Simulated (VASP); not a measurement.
# Ir (Fm-3m) in VASP: band structure with PBE

Aim: the band structure of Ir with PBE.

All numbers are computed with VASP 6.6.1; they aren't measurements. Logs are shortened: lines on timing, memory, paths and dates and some standing lists are left out, and cuts for length are marked.

### Step 1. Starting point

Symmetry: Fm-3m, No. 225, cubic system. The conventional cell has a = 3.871 Å, b = 3.871 Å, c = 3.871 Å, α = 90.00°, β = 90.00°, γ = 90.00°. Ir (site symmetry m-3m) has 12 Ir at 2.74 Å as nearest neighbours.

### Step 2. Band structure, PBE

File POSCAR:

```
Ir
1.0
    0.0000000000      1.9352840000      1.9352840000
    1.9352840000      0.0000000000      1.9352840000
    1.9352840000      1.9352840000      0.0000000000
Ir
1
Direct
    0.0000000000      0.0000000000      0.0000000000
```

File INCAR.step1:

```
SYSTEM = Ir
ALGO = Normal ; EDIFF = 1E-7
ENCUT = 520 ; GGA = PE
ISIF = 2 ; ISMEAR = 0
LASPH = .TRUE. ; LCHARG = .TRUE.
LMAXMIX = 4 ; LREAL = .FALSE.
LWAVE = .FALSE. ; NBANDS = 10
NELM = 80 ; PREC = Accurate
SIGMA = 0.1
```

File KPOINTS.step1:

```
k-points
0
G
  18 18 18
  0 0 0
```

File INCAR.step2:

```
SYSTEM = Ir
ALGO = Normal ; EDIFF = 1E-7
ENCUT = 520 ; GGA = PE
ICHARG = 11 ; ISIF = 2
ISMEAR = 0 ; LASPH = .TRUE.
LCHARG = .FALSE. ; LMAXMIX = 4
LREAL = .FALSE. ; LWAVE = .FALSE.
NBANDS = 10 ; NELM = 80
PREC = Accurate ; SIGMA = 0.05
```

File KPOINTS.step2:

```
path GXWKGLUWLK,UX
10
line-mode
reciprocal
 0.0000000000  0.0000000000  0.0000000000  G
 0.5000000000  0.0000000000  0.5000000000  X

 0.5000000000  0.0000000000  0.5000000000  X
 0.5000000000  0.2500000000  0.7500000000  W

 0.5000000000  0.2500000000  0.7500000000  W
 0.3750000000  0.3750000000  0.7500000000  K

 0.3750000000  0.3750000000  0.7500000000  K
 0.0000000000  0.0000000000  0.0000000000  G

 0.0000000000  0.0000000000  0.0000000000  G
 0.5000000000  0.5000000000  0.5000000000  L

 0.5000000000  0.5000000000  0.5000000000  L
 0.6250000000  0.2500000000  0.6250000000  U

 0.6250000000  0.2500000000  0.6250000000  U
 0.5000000000  0.2500000000  0.7500000000  W

 0.5000000000  0.2500000000  0.7500000000  W
 0.5000000000  0.5000000000  0.5000000000  L

 0.5000000000  0.5000000000  0.5000000000  L
 0.3750000000  0.3750000000  0.7500000000  K

 0.6250000000  0.2500000000  0.6250000000  U
 0.5000000000  0.0000000000  0.5000000000  X
```

Potentials or basis: VASP PAW PBE potentials, release 64 (Ir).

Command:

```sh
cat potpaw_PBE.64/Ir/POTCAR > POTCAR
cp INCAR.step1 INCAR
cp KPOINTS.step1 KPOINTS
mpirun -np 1 vasp_std > vasp.out
cp INCAR.step2 INCAR
cp KPOINTS.step2 KPOINTS
mpirun -np 1 vasp_std > vasp.out
```

OUTCAR:

```text
SYSTEM = Ir
   EDIFF = 1E-7
   ENCUT = 520
   GGA = PE
   ICHARG = 11
   ISIF = 2
   ISMEAR = 0
   LASPH = .TRUE.
   LREAL = .FALSE.
   NELM = 80
   PREC = Accurate

 ion  position               nearest neighbor table
   1  0.000  0.000  0.000-

  LATTYP: Found a face centered cubic cell.
 ALAT       =     3.8705680000

  Lattice vectors:

 A1 = (   0.0000000000,   1.9352840000,   1.9352840000)
 A2 = (   1.9352840000,   0.0000000000,   1.9352840000)
 A3 = (   1.9352840000,   1.9352840000,   0.0000000000)

Analysis of symmetry for initial positions (statically):
=====================================================================
 Subroutine PRICEL returns:
 Original cell was already a primitive cell.

 Routine SETGRP: Setting up the symmetry group for a
 face centered cubic supercell.

 Subroutine GETGRP returns: Found 48 space group operations
 (whereof 48 operations were pure point group operations)
 out of a pool of 48 trial point group operations.

The static configuration has the point symmetry O_h .

Analysis of symmetry for dynamics (positions and initial velocities):
=====================================================================
 Subroutine PRICEL returns:
 Original cell was already a primitive cell.

 Routine SETGRP: Setting up the symmetry group for a
 face centered cubic supercell.

 Subroutine GETGRP returns: Found 48 space group operations
 (whereof 48 operations were pure point group operations)
 out of a pool of 48 trial point group operations.

The dynamic configuration has the point symmetry O_h .

 Subroutine INISYM returns: Found 48 space group operations
 (whereof 48 operations are pure point group operations),
 and found     1 'primitive' translations

----------------------------------------------------------------------------------------

                                     Primitive cell

  volume of cell :      14.4965

  direct lattice vectors                    reciprocal lattice vectors
     0.000000000  1.935284000  1.935284000    -0.258360013  0.258360013  0.258360013
     1.935284000  0.000000000  1.935284000     0.258360013 -0.258360013  0.258360013
     1.935284000  1.935284000  0.000000000     0.258360013  0.258360013 -0.258360013

  length of vectors
     2.736904880  2.736904880  2.736904880     0.447492670  0.447492670  0.447492670

  position of ions in fractional coordinates (direct lattice)
     0.000000000  0.000000000  0.000000000

  ion indices of the primitive-cell ions
   primitive index   ion index
                 1           1

----------------------------------------------------------------------------------------

 KPOINTS: path GXWKGLUWLK,UX

Interpolating k-points between supplied coordinates.

 Line segments in fractional coordinates (reciprocal lattice):
    0.000000  0.000000  0.000000  ...  0.500000  0.000000  0.500000
    0.500000  0.000000  0.500000  ...  0.500000  0.250000  0.750000
    0.500000  0.250000  0.750000  ...  0.375000  0.375000  0.750000
    0.375000  0.375000  0.750000  ...  0.000000  0.000000  0.000000
    0.000000  0.000000  0.000000  ...  0.500000  0.500000  0.500000
    0.500000  0.500000  0.500000  ...  0.625000  0.250000  0.625000
    0.625000  0.250000  0.625000  ...  0.500000  0.250000  0.750000
    0.500000  0.250000  0.750000  ...  0.500000  0.500000  0.500000
    0.500000  0.500000  0.500000  ...  0.375000  0.375000  0.750000
    0.625000  0.250000  0.625000  ...  0.500000  0.000000  0.500000

 Generated    10 points on each line segment, for a total of    100 k-points:

 Following reciprocal coordinates:
            Coordinates               Weight
  0.000000  0.000000  0.000000      0.010000
  0.055556  0.000000  0.055556      0.010000
  0.111111  0.000000  0.111111      0.010000
  0.166667  0.000000  0.166667      0.010000
  0.222222  0.000000  0.222222      0.010000
  0.277778  0.000000  0.277778      0.010000
[... 16 lines left out ...]
  0.472222  0.277778  0.750000      0.010000
  0.458333  0.291667  0.750000      0.010000
 [... further k-points ...]
   k-points           NKPTS =    100   k-points in BZ     NKDIM =    100   number of bands    NBANDS=     10
   number of dos      NEDOS =    301   number of ions     NIONS =      1
   total plane-waves  NPLWV =   8000
   dimension x,y,z NGX =    20 NGY =   20 NGZ =   20
   dimension x,y,z NGXF=    40 NGYF=   40 NGZF=   40
   ions per type =               1
   NGX,Y,Z   is equivalent  to a cutoff of  12.15, 12.15, 12.15 a.u.
   NGXF,Y,Z  is equivalent  to a cutoff of  24.30, 24.30, 24.30 a.u.
 SYSTEM =  Ir
   PREC   = accura    normal or accurate (medium, high low for compatibility)
   ISTART =      0    job   : 0-new  1-cont  2-samecut
   ICHARG =     11    charge: 1-file 2-atom 10-const
   ISPIN  =      1    spin polarized calculation?
   LNONCOLLINEAR =      F non collinear calculations
   LSORBIT =      F    spin-orbit coupling
   LASPH  =      T    aspherical Exc in radial PAW
   ENCUT  =  520.0 eV  38.22 Ry    6.18 a.u.   5.09  5.09  5.09*2*pi/ulx,y,z
   NELM   =     80;   NELMIN=  2; NELMDL=  0     # of ELM steps
   EDIFF  = 0.1E-06   stopping-criterion for ELM
   LREAL  =      F    real-space projection
   EDIFFG = 0.1E-05   stopping-criterion for IOM
   NSW    =      0    number of steps for IOM
   IBRION =     -1    ionic relax: 0-MD 1-quasi-New 2-CG
   NFREE  =      0    steps in history (QN), initial steepest desc. (CG)
   ISIF   =      2    stress and relaxation
   ISYM   =      2    0-nonsym 1-usesym 2-fastsym
   POTIM  = 0.5000    time-step for ionic-motion
   TEBEG  =    0.0;   TEEND  =   0.0 temperature during run
   PSTRESS=    0.0 pullay stress
   NELECT =       9.0000    total number of electrons
   NUPDOWN=      -1.0000    fix difference up-down
   EMIN   =  10.00;   EMAX   =-10.00  energy-range for DOS
   EFERMI =   0.00;   METHOD = LEGACY
   ISMEAR =     0;   SIGMA  =   0.05  broadening in eV -4-tet -1-fermi 0-gaus
   EFERMI_NEDOS =   21; number of points for ismear=-14 and -15
   IALGO  =     38    algorithm
   IMIX   =      4    mixing-type and parameters
     AMIX     =   0.40;   BMIX     =  1.00
     AMIX_MAG =   1.60;   BMIX_MAG =  1.00
  volume/ion in A,a.u.               =      14.50        97.83
  Fermi-wavevector in a.u.,A,eV,Ry     =   1.396586  2.639165 26.537510  1.950452
  Thomas-Fermi vector in A             =   2.519926
   LORBIT       =      0    0 simple, 1 ext, 2 COOP (PROOUT), +10 PAW based schemes
   GGA     = PE    functional components
   LHFCALC =     F    Hartree Fock is set to
   AEXX    =    0.0000 exact exchange contribution
   IVDW    =     0    specifies the selected vdW correction
   LEPSILON=     F    determine dielectric tensor
   LRPA    =     F    only Hartree local field effects (RPA)
 non-spin polarized calculation
 Gauss-broadening in eV      SIGMA  =   0.05
  energy-cutoff  :      520.00
  volume of cell :       14.50
 maximum number of plane-waves:       399

 number of electron       9.0000000 magnetization

 Free energy of the ion-electron system (eV)
  ---------------------------------------------------
  ext. energy  EPLUGINS =         0.00000000
  ---------------------------------------------------
  free energy    TOTEN  =        -7.45309836 eV

  energy without entropy =       -7.45030983  energy(sigma->0) =       -7.45170409

 E-fermi :  10.6123     XC(G=0): -13.8431

 val. band max:       10.6021010314   @ k =   0.3889   0.3611   0.7500
 cond. band min:      10.6507899237   @ k =   0.5556   0.3889   0.5556
 fundamental gap:      0.0486888923
 Fermi energy:        10.6123132080

 k-point     1 :       0.0000    0.0000    0.0000
  band No.  band energies     occupation
      1      -0.8707      2.00000
      2       6.2441      2.00000
      3       6.2441      2.00000
      4       6.2441      2.00000
      5       8.8300      2.00000
      6       8.8300      2.00000
      7      24.3588      0.00000
      8      29.8002      0.00000
      9      29.8002      0.00000
     10      29.8002      0.00000

 k-point     2 :       0.0556    0.0000    0.0556
  band No.  band energies     occupation
      1      -0.6918      2.00000
      2       6.1087      2.00000
      3       6.3439      2.00000
      4       6.3439      2.00000
      5       8.6753      2.00000
      6       8.8823      2.00000
      7      24.6670      0.00000
      8      29.2322      0.00000
      9      29.8658      0.00000
     10      29.8658      0.00000

 k-point     3 :       0.1111    0.0000    0.1111
  band No.  band energies     occupation
      1      -0.1703      2.00000
      2       5.7374      2.00000
      3       6.6410      2.00000
      4       6.6410      2.00000
      5       8.2505      2.00000
      6       9.0350      2.00000
      7      25.5466      0.00000
      8      28.3796      0.00000
      9      29.9593      0.00000
     10      29.9593      0.00000

 k-point     4 :       0.1667    0.0000    0.1667
  band No.  band energies     occupation
      1       0.6383      2.00000
      2       5.2142      2.00000
      3       7.1279      2.00000
      4       7.1279      2.00000
      5       7.6763      2.00000
      6       9.2752      2.00000
      7      26.8820      0.00000
      8      27.8688      0.00000
      9      29.7158      0.00000
     10      29.7158      0.00000
[... 222 lines left out ...]
 k-point    22 :       0.4861    0.2639    0.7500
  band No.  band energies     occupation
      1       3.9421      2.00000
      2       5.0283      2.00000
      3       5.5445      2.00000
      4       8.2935      2.00000
      5      11.3807      0.00000
      6      17.8578      0.00000
      7      18.5722      0.00000
      8      19.3038      0.00000
      9      23.0607      0.00000
     10      34.9244      0.00000

 k-point    23 :       0.4722    0.2778    0.7500
  band No.  band energies     occupation
      1       3.9010      2.00000
      2       4.7891      2.00000
      3       5.8154      2.00000
      4       8.3761      2.00000
      5      11.3214      0.00000
      6      17.6169      0.00000
      7      18.3028      0.00000
      8      19.7674      0.00000
      9      23.1902      0.00000
     10      34.3964      0.00000

 k-point    24 :       0.4583    0.2917    0.7500
  band No.  band energies     occupation
      1       3.8265      2.00000
      2       4.5877      2.00000
      3       6.0901      2.00000
      4       8.4964      2.00000
      5      11.2264      0.00000
      6      17.3397      0.00000
      7      18.0753      0.00000
      8      20.1854      0.00000
      9      23.4127      0.00000
     10      33.7624      0.00000

 [... further k-points ...]

------------------------ aborting loop because EDIFF is reached ----------------------------------------

  FORCE on cell =-STRESS in cart. coord.  units (eV):
  Direction    XX          YY          ZZ          XY          YZ          ZX
  --------------------------------------------------------------------------------------
  -------------------------------------------------------------------------------------
  Total        3.2817622      3.2817622      3.2817622     -0.0000000      0.0000000     -0.0000000
  in kB      362.7050341    362.7050341    362.7050341     -0.0000000      0.0000000     -0.0000000
  external PRESSURE =     362.7050341 kB  Pullay stress =       0.0000000 kB

 VOLUME and BASIS-vectors are now :
 -----------------------------------------------------------------------------
  energy-cutoff  :      520.00
  volume of cell :       14.50
      direct lattice vectors                 reciprocal lattice vectors
     0.000000000  1.935284000  1.935284000    -0.258360013  0.258360013  0.258360013
     1.935284000  0.000000000  1.935284000     0.258360013 -0.258360013  0.258360013
     1.935284000  1.935284000  0.000000000     0.258360013  0.258360013 -0.258360013

 POSITION                                       TOTAL-FORCE (eV/Angst)
 -----------------------------------------------------------------------------------
      0.00000      0.00000      0.00000         0.000000      0.000000      0.000000
 -----------------------------------------------------------------------------------
    total drift:                               -0.000000      0.000000     -0.000000

  FREE ENERGIE OF THE ION-ELECTRON SYSTEM (eV)
  ---------------------------------------------------
  free  energy   TOTEN  =        -7.4530983574 eV

  energy  without entropy=       -7.4503098298  energy(sigma->0) =       -7.45170409
```

It took 18 s on 1 thread of AMD EPYC 9R14 (Zen 4), shared host; peak memory 0.12 GiB.

Results:

| Item | Value |
| --- | --- |
| Band gap along the path | none (metal or under the smearing width) |

Levels at the corners of the path, in eV from the Fermi level:
```tsv
point	band 1	band 2	band 3	band 4	band 5	band 6	band 7	band 8	band 9
Γ	-10.89	-3.77	-3.77	-3.77	-1.19	-1.19	14.34	19.78	19.78
X	-7.67	-7.11	0.79	1.38	1.38	1.67	10.15	11.56	11.56
X	-7.67	-7.11	0.79	1.38	1.38	1.67	10.15	11.56	11.56
W	-6.06	-4.74	-4.74	-1.75	1.38	7.96	8.86	8.86	13.00
W	-6.06	-4.74	-4.74	-1.75	1.38	7.96	8.86	8.86	13.00
K	-6.73	-5.81	-2.82	-0.88	0.55	6.20	7.48	11.15	15.28
K	-6.73	-5.81	-2.82	-0.88	0.55	6.20	7.48	11.15	15.28
Γ	-10.89	-3.77	-3.77	-3.77	-1.19	-1.19	14.34	19.78	19.78
Γ	-10.89	-3.77	-3.77	-3.77	-1.19	-1.19	14.34	19.78	19.78
L	-7.88	-3.87	-3.87	-0.73	0.82	0.82	6.99	13.88	19.55
L	-7.88	-3.87	-3.87	-0.73	0.82	0.82	6.99	13.88	19.55
U	-6.73	-5.81	-2.82	-0.88	0.55	6.20	7.48	11.15	15.28
U	-6.73	-5.81	-2.82	-0.88	0.55	6.20	7.48	11.15	15.28
W	-6.06	-4.74	-4.74	-1.75	1.38	7.96	8.86	8.86	13.00
W	-6.06	-4.74	-4.74	-1.75	1.38	7.96	8.86	8.86	13.00
L	-7.88	-3.87	-3.87	-0.73	0.82	0.82	6.99	13.88	19.55
L	-7.88	-3.87	-3.87	-0.73	0.82	0.82	6.99	13.88	19.55
K	-6.73	-5.81	-2.82	-0.88	0.55	6.20	7.48	11.15	15.28
U	-6.73	-5.81	-2.82	-0.88	0.55	6.20	7.48	11.15	15.28
X	-7.67	-7.11	0.79	1.38	1.38	1.67	10.15	11.56	11.56
```

Caveat: the log is that of the step along the path at fixed density, whose energy, stress, charges and moments have no meaning; spin-orbit coupling is left out, which moves the levels of the heavy elements.
